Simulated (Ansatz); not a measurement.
The system is CoO.

```
Co O
1.0
    -1.50800    1.50800    2.10725
     1.50800   -1.50800    2.10725
     1.50800    1.50800   -2.10725
Co O
1 1
Direct
  0.00000 0.00000 0.00000
  0.50000 0.50000 0.00000
```

Base run:

```yaml
Program: Ansatz 0.2.0
Functional: PBEsol
Potentials_or_basis: all-electron PAW datasets made for the crystal
Cutoff: 420 eV (chosen from the basis error)
k_mesh: 12 × 12 × 12
Occupations: fermi-dirac, width 0.05 eV
Spin: collinear spin, ferromagnetic start
Starting_moments: "[2.0, 0.0] μB"
```

Its results: pressure -9.2 GPa; net moment 2.94 μB per cell; site moments Co +2.49; O +0.34 μB.

Question: The run is repeated on the same cell with these changes: potentials or basis from all-electron PAW datasets made for the crystal to all-electron LAPW, non-relativistic; cutoff from 420 eV (chosen from the basis error) to 369 eV (chosen from the basis error). What comes out?

Answer: Pressure -8.2 GPa; net moment 2.92 μB per cell; site moments Co +2.56; O +0.34 μB.

Caveats: a cell with one magnetic atom can't hold antiferromagnetic order, which such compounds often take.

The runs don't all hold the same shells in valence.
